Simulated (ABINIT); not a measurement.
# C (C2/m) in ABINIT: convergence with pawecutdg

Aim: find how far pawecutdg must go before the results for C settle, at BLYP. This setting moves, with any that are tied to it; all else stays.

Everything below comes from runs of ABINIT 10.8.3 (patched build). Logs are shortened: lines on timing, memory, paths and dates and some standing lists are left out, and cuts for length are marked. The log counts tension as positive stress, the text compression.

## 1. The structure

It takes space group C2/m (No. 12, monoclinic). The conventional cell has a = 4.255 Å, b = 2.457 Å, c = 3.765 Å, α = 90.00°, β = 111.49°, γ = 90.00°. C (site symmetry m) has 3 C at 1.42 Å as nearest neighbours.

This is a stacking variant of graphite.

## 2. With pawecutdg 19 Ha

Input file run.abi:

```
# Pseudopotentials
pp_dirpath "./"
pseudos "C.GGA_PBE-JTH.xml"

# Structure
acell 3*1.0 Angstrom
rprim
     2.1273203072    -1.2282824400     0.0000000000
     2.1273203072     1.2282824400     0.0000000000
    -1.3790696309     0.0000000000     3.5028300786
ntypat 1
znucl 6
natom 2
typat 1 1
xred
     0.1666444700     0.1666444700     0.9999069600
     0.8333555300     0.8333555300     0.0000930400
chkprim 0
chksymtnons 0
tolsym 1.0e-6

# Plane-wave basis
ecut 19.0
pawecutdg 19.0
pawxcdev 0
pawovlp 30

# k points
kptopt 1
ngkpt 13 13 8
nshiftk 1
shiftk 0.0 0.0 0.0

# Exchange and correlation
ixc -106131

# Bands and occupations
nband 8
occopt 7
tsmear 0.05 eV

# SCF cycle
nstep 100
tolvrs 1.0e-9

# Output
iomode 3
prtwf 0
prtden 0
prteig 0
prtebands 0
```

Potentials or basis: JTH PAW PBE v2.0.

On the command line:

```sh
$ abinit run.abi > log 2>&1
```

run.abo:

```text
.Version 10.8.3 of ABINIT
 Symmetries : space group C2/m (# 12); Bravais mC (1-face-center monocl.)
================================================================================
 Values of the parameters that define the memory need of the present run
     intxc =       0    ionmov =       0      iscf =      17    lmnmax =       8
     lnmax =       4     mgfft =      30  mpssoang =       2    mqgrid =    3001
     natom =       2  nloc_mem =       2    nspden =       1   nspinor =       1
    nsppol =       1      nsym =       4    n1xccc =       1    ntypat =       1
    occopt =       7   xclevel =       2
       mpw =         502          nfft =       12000          nkpt =         371
 PAW method is used; the additional fine FFT grid is defined by:
   mgfftf=        30    nfftf =     12000
================================================================================
================================================================================

--------------------------------------------------------------------------------
------------- Echo of variables that govern the present computation ------------
--------------------------------------------------------------------------------
 -outvars: echo values of preprocessed input variables --------
            acell      1.8897261259E+00  1.8897261259E+00  1.8897261259E+00 Bohr
              amu      1.20110000E+01
          chkprim           0
      chksymtnons           0
             ecut      1.90000000E+01 Hartree
                       outvar_i_n : Printing only first  50 k-points.
              ixc     -106131
                       outvar_i_n : Printing only first  50 k-points.
         kptrlatt       13    0    0      0   13    0      0    0    8
          kptrlen      5.69113762E+01
            natom           2
            nband           8
            ngfft          20      20      30
          ngfftdg          20      20      30
             nkpt         371
            nstep         100
             nsym           4
           ntypat           1
                       prtocc : prtvol=0, do not print more k-points.
           occopt           7
        pawecutdg      1.90000000E+01 Hartree
          pawovlp      3.0000000000E+01
         pawxcdev           0
           prtden           0
        prtebands           0
           prteig           0
            prtwf           0
            rprim      2.1273203072E+00 -1.2282824400E+00  0.0000000000E+00
                       2.1273203072E+00  1.2282824400E+00  0.0000000000E+00
                      -1.3790696309E+00  0.0000000000E+00  3.5028300786E+00
          spgroup          12
           tolsym      1.00000000E-06
           tolvrs      1.00000000E-09
           tsmear      1.83746611E-03 Hartree
            typat      1  1
           useylm           1
                       outvars : Printing only first  50 k-points.
           xangst     -6.6992899203E-01  9.9314185414E-18  3.5025041753E+00
                       3.5454999755E+00  3.3593167556E-17  3.2590331051E-04
            xcart     -1.2659823188E+00  1.8767661085E-17  6.6187736461E+00
                       6.7000239332E+00  6.3481886382E-17  6.1586800040E-04
             xred      1.6664447000E-01  1.6664447000E-01  9.9990696000E-01
[... 108 lines left out ...]

 ----iterations are completed or convergence reached----

 Mean square residual over all n,k,spin=   13.690E-08; max=  66.844E-06
 reduced coordinates (array xred) for    2 atoms
       0.166644470000      0.166644470000      0.999906960000
       0.833355530000      0.833355530000      0.000093040000
 rms dE/dt=  4.2309E-03; max dE/dt=  6.9337E-03; dE/dt below (all hartree)
    1       0.001676987157      0.001676987157     -0.006933669809
    2      -0.001676987157     -0.001676987157      0.006933669809

 cartesian coordinates (angstrom) at end:
    1     -0.66992899203438     0.00000000000000     3.50250417528949
    2      3.54549997553438     0.00000000000000     0.00032590331051

 cartesian forces (hartree/bohr) at end:
    1     -0.00041715550915    -0.00000000000000     0.00088324397269
    2      0.00041715550915     0.00000000000000    -0.00088324397269
 frms,max,avg= 5.6395586E-04 8.8324397E-04   0.000E+00  0.000E+00  0.000E+00 h/b

 cartesian forces (eV/Angstrom) at end:
    1     -0.02145099875419    -0.00000000000000     0.04541823119238
    2      0.02145099875419     0.00000000000000    -0.04541823119238
 frms,max,avg= 2.8999776E-02 4.5418231E-02   0.000E+00  0.000E+00  0.000E+00 e/A
 length scales=  1.889726125908  1.889726125908  1.889726125908 bohr
              =  1.000000000000  1.000000000000  1.000000000000 angstroms
 Fermi (or HOMO) energy (hartree) =   0.18011   Average Vxc (hartree)=  -0.36096
 Eigenvalues (hartree) for nkpt= 371  k points:
 kpt#   1, nband=  8, wtk=  0.00074, kpt=  0.0000  0.0000  0.0000 (reduced coord)
  -0.53540   -0.06401    0.06908    0.06922    0.31446    0.49668    0.49675    0.60339
      occupation numbers for kpt#   1
   2.00000    2.00000    2.00000    2.00000    0.00000    0.00000    0.00000    0.00000
 prteigrs : prtvol=0 or 1, do not print more k-points.

--- !EnergyTerms
iteration_state     : {dtset: 1, }
comment             : Components of total free energy in Hartree
kinetic             :  6.88672319979214E+00
hartree             :  3.78124136740602E+00
xc                  : -4.26004846909407E+00
Ewald energy        : -7.95235816357237E+00
psp_core            :  5.66563905353647E-01
local_psp           : -1.20344168673827E+01
PAW spherical_terms :  1.54191283408508E+00
internal            : -1.14703821934122E+01
'-kT*entropy'       : -4.09101274617232E-16
total_energy        : -1.14703821934122E+01
total_energy_eV     : -3.12125000253963E+02
...

--- !EnergyTermsDC
iteration_state     : {dtset: 1, }
comment             : '"Double-counting" decomposition of free energy'
band_energy         : -1.21357069930706E+00
Ewald energy        : -7.95235816357237E+00
psp_core            :  5.66563905353647E-01
xc_dc               : -3.68838856293194E+00
PAW spherical_terms :  8.17383494885748E-01
internal            : -1.14703700255720E+01
'-kT*entropy'       : -4.09101274617232E-16
total_energy_dc     : -1.14703700255720E+01
total_energy_dc_eV  : -3.12124669150162E+02
...

--- !EnergyTermsWithPAWCore
iteration_state     : {dtset: 1, }
comment             : 'Components of total free energy, including PAW core contributions'
Total energy        : -7.62749578281241E+01
Total energy DC     : -7.62749456602838E+01
Total energy (eV)   : -2.07554733835700E+03
Total energy DC (eV): -2.07554700725320E+03
...

 Cartesian components of stress tensor (hartree/bohr^3)
  sigma(1 1)= -2.67173779E-04  sigma(3 2)=  0.00000000E+00
  sigma(2 2)= -2.61778778E-04  sigma(3 1)=  2.39697119E-06
  sigma(3 3)= -1.12915759E-04  sigma(2 1)=  0.00000000E+00

-Cartesian components of stress tensor (GPa)         [Pressure=  6.2948E+00 GPa]
- sigma(1 1)= -7.86052395E+00  sigma(3 2)=  0.00000000E+00
- sigma(2 2)= -7.70179754E+00  sigma(3 1)=  7.05213272E-02
- sigma(3 3)= -3.32209633E+00  sigma(2 1)=  0.00000000E+00

== END DATASET(S) ==============================================================
================================================================================

 -outvars: echo values of variables after computation  --------
            acell      1.8897261259E+00  1.8897261259E+00  1.8897261259E+00 Bohr
           etotal     -1.1470370026E+01
            fcart     -4.1715550915E-04 -1.6923631298E-20  8.8324397269E-04
                       4.1715550915E-04  1.6923631298E-20 -8.8324397269E-04
            rprim      2.1273203072E+00 -1.2282824400E+00  0.0000000000E+00
                       2.1273203072E+00  1.2282824400E+00  0.0000000000E+00
                      -1.3790696309E+00  0.0000000000E+00  3.5028300786E+00
           strten     -2.6717377877E-04 -2.6177877768E-04 -1.1291575928E-04
                       0.0000000000E+00  2.3969711928E-06  0.0000000000E+00
           xangst     -6.6992899203E-01  9.9314185414E-18  3.5025041753E+00
                       3.5454999755E+00  3.3593167556E-17  3.2590331051E-04
             xred      1.6664447000E-01  1.6664447000E-01  9.9990696000E-01
                       8.3335553000E-01  8.3335553000E-01  9.3040000000E-05
 Calculation completed.
```

Wall time 31 s (1 thread of Arm Neoverse V1, shared host); peak memory 0.12 GiB.

What came out:

```
Free energy            : -312.1247 eV
Pressure               : 6.3 GPa
Largest force          : 0.050 eV/Å
Band gap on the k mesh : 0.91 eV, indirect (least direct gap 0.91 eV)
```

## 3. With pawecutdg 22.8

run.abi: that of step 2 with these lines changed.

```diff
@@ -23,3 +23,3 @@
 ecut 19.0
-pawecutdg 19.0
+pawecutdg 22.8
 pawxcdev 0
```

Potentials or basis: JTH PAW PBE v2.0.

On the command line:

```sh
$ abinit run.abi > log 2>&1
```

It took 31 s on 1 thread of Arm Neoverse V1, shared host; peak memory 0.12 GiB.

Results (log left out):

- Free energy: -312.0860 eV
- Pressure: 8.9 GPa
- Largest force: 0.010 eV/Å
- Band gap on the k mesh: 0.91 eV, indirect (least direct gap 0.92 eV)

## 4. With pawecutdg 28.5

run.abi: that of step 3 with these lines changed.

```diff
@@ -23,3 +23,3 @@
 ecut 19.0
-pawecutdg 22.8
+pawecutdg 28.5
 pawxcdev 0
```

On the command line:

```sh
$ abinit run.abi > log 2>&1
```

Run time: 31 s. Hardware: 1 thread of Arm Neoverse V1, shared host; peak memory 0.12 GiB.

It converged, with:

* Free energy: -311.9980 eV
* Pressure: 7.4 GPa
* Largest force: 0.006 eV/Å
* Band gap on the k mesh: 0.92 eV, indirect (least direct gap 0.93 eV)

## 5. With pawecutdg 34.2

run.abi: that of step 4 with these lines changed.

```diff
@@ -23,3 +23,3 @@
 ecut 19.0
-pawecutdg 28.5
+pawecutdg 34.2
 pawxcdev 0
```

On the command line:

```sh
$ abinit run.abi > log 2>&1
```

It took 31 s on 1 thread of Arm Neoverse V1, shared host; peak memory 0.12 GiB.

Results (log left out):

```yaml
Free_energy: -312.0021 eV
Pressure: 5.3 GPa
Largest_force: 0.004 eV/Å
Band_gap_on_the_k_mesh: 0.92 eV, indirect (least direct gap 0.93 eV)
```

## 6. With pawecutdg 41.8

run.abi: that of step 5 with these lines changed.

```diff
@@ -23,3 +23,3 @@
 ecut 19.0
-pawecutdg 34.2
+pawecutdg 41.8
 pawxcdev 0
```

Potentials or basis: JTH PAW PBE v2.0.

On the command line:

```sh
$ abinit run.abi > log 2>&1
```

Wall time 31 s (1 thread of Arm Neoverse V1, shared host); peak memory 0.12 GiB.

Results (log left out):

* Free energy: -312.0107 eV
* Pressure: 6.7 GPa
* Largest force: 0.004 eV/Å
* Band gap on the k mesh: 0.92 eV, indirect (least direct gap 0.93 eV)

## 7. With pawecutdg 51.3

run.abi: that of step 6 with these lines changed.

```diff
@@ -23,3 +23,3 @@
 ecut 19.0
-pawecutdg 41.8
+pawecutdg 51.3
 pawxcdev 0
```

On the command line:

```sh
$ abinit run.abi > log 2>&1
```

It took 31 s on 1 thread of Arm Neoverse V1, shared host; peak memory 0.12 GiB.

It converged, with:

| Property | Result |
| --- | --- |
| Free energy | -311.9886 eV |
| Pressure | 6.4 GPa |
| Largest force | 0.004 eV/Å |
| Band gap on the k mesh | 0.92 eV, indirect (least direct gap 0.93 eV) |

## 8. With pawecutdg 62.7

run.abi: that of step 7 with these lines changed.

```diff
@@ -23,3 +23,3 @@
 ecut 19.0
-pawecutdg 51.3
+pawecutdg 62.7
 pawxcdev 0
```

On the command line:

```sh
$ abinit run.abi > log 2>&1
```

Run time: 32 s. Hardware: 1 thread of Arm Neoverse V1, shared host; peak memory 0.13 GiB.

The run converged. Its results:

```
Free energy            : -311.9912 eV
Pressure               : 5.9 GPa
Band gap on the k mesh : 0.92 eV, indirect (least direct gap 0.93 eV)
```

## 9. Summary

```tsv
pawecutdg	energy less the tightest run, at zero smearing (meV/atom)	pressure (GPa)	largest force (eV/Å)	gap on the mesh (eV)	SCF cycles	CPU time (s)	peak memory (GiB)
19 Ha	-66.76	6.29	0.050	0.906	9	31	0.12
22.8	-47.43	8.95	0.010	0.911	9	31	0.12
28.5	-3.43	7.36	0.006	0.920	9	31	0.12
34.2	-5.50	5.34	0.004	0.920	9	31	0.12
41.8	-9.76	6.68	0.004	0.920	9	31	0.12
51.3	1.30	6.42	0.004	0.920	9	31	0.12
62.7	0.00	5.91	0.003	0.920	9	32	0.13
```

Against the tightest run, the largest force stays within 0.005 eV/Å from 28.5 on; the gap on the mesh stays within 0.01 eV from 22.8 on. Not settled before the last step: the energy (to 1 meV/atom), the pressure (to 0.1 GPa). The tightest run that finished is the yardstick and may itself not be fully converged.

Caveats: the PAW data sets were made with another functional, which shifts forces and pressure a little; an odd mesh through Γ misses points on the zone boundary, where band edges often lie; this functional lacks dispersion, which binds the layers, so the pressure and a relaxed spacing across them are unreliable; the atomic spheres overlap.
